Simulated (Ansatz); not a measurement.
# Relaxing InSb

**The experiment.** The Crystallography Open Database holds a cell as deposited of cubic InSb (space group F-43m), temperature not stated (1965): a = 6.470 Å, 33.85 Å³/atom.

“Electronic Structure and Epitaxy of CdTe Shells on InSb Nanowires”, 2021, arxiv:2111.05126 quotes, for a bulk crystal of InSb: band gap 0.24 eV.

The results are compared with them further down.

Level of theory: DFT, PBEsol, scalar-relativistic, no spin polarisation; plane waves to 420 eV with PAW datasets (Ansatz 0.2.0), Γ-centred 8×8×8 mesh, 0.05 eV Gaussian smearing. The datasets are Ansatz's generated set soft_2.

The chain of runs began from a cell as deposited in COD, expanded in volume.

The start, 1 % over the database's volume:

```yaml
crystal:
  lattice:
    - [0.00000, 3.24986, 3.24986]
    - [3.24986, 0.00000, 3.24986]
    - [3.24986, 3.24986, 0.00000]
  atoms:
    - { symbol: In, position: [0.00000, 0.00000, 0.00000] }
    - { symbol: Sb, position: [0.75000, 0.75000, 0.75000] }
```

The steps in volume:

| run | level | k-mesh | kind | V (Å³/atom) | P (GPa) | E − E(final) (meV/atom) | gap on the mesh (eV) |
| --- | --- | --- | --- | --- | --- | --- | --- |
| 1 | PBEsol | 8×8×8 | fixed cell | 34.32 | 0.4 | 0.4 | metal |
| 2 | PBEsol | 8×8×8 | fixed cell | 34.46 | 0.2 | 0.1 | metal |
| 3 | PBEsol | 8×8×8 | fixed cell | 34.64 | 0.0 | 0.0 | metal |

The final structure (symmetry read at 0.01 Å). Symmetry: F-43m, No. 216, cubic system. Conventional cell: a = 6.520 Å, b = 6.520 Å, c = 6.520 Å, α = 90.00°, β = 90.00°, γ = 90.00°. In (site symmetry -43m) has 4 Sb at 2.82 Å as nearest neighbours. Sb (site symmetry -43m) has 4 In at 2.82 Å as nearest neighbours. (Shells end 15 % past the nearest neighbour.)

```tsv
atom	site	symmetry	x	y	z
In	4a	-43m	0.0000	0.0000	0.0000
Sb	4c	-43m	0.2500	0.2500	0.2500
```

At the final geometry the gap, band path included, is zero (metallic). The equation of state gives B0 = 43 GPa and B0′ = 4.8. Against the elements' standard states, run alike and uncorrected, the formation energy is -0.08 eV/atom. 

**Against experiment.** PBEsol gives 6.520 Å and 34.64 Å³/atom, +2.3 % in volume (+0.8 % in length) from the database's cell. PBEsol was built to cure PBE's overestimate of volumes, and the static lattice lacks thermal expansion. Measured gap of InSb: 0.24 eV (quoted in “Electronic Structure and Epitaxy of CdTe Shells on InSb Nanowires”, 2021, arxiv:2111.05126). This calculation gives 0.00 eV (-0.24 eV). Kohn–Sham gaps of semilocal functionals mostly fall below measured ones. Spin–orbit coupling is left out here. Temperature and excitons aren't in the calculation.

Scalar-relativistic only: spin–orbit splittings of the heavy atoms' levels are missing. At this volume the filled and empty bands only touch, so this is a zero-gap semimetal rather than a metal, and a semilocal functional can cause such a touching.
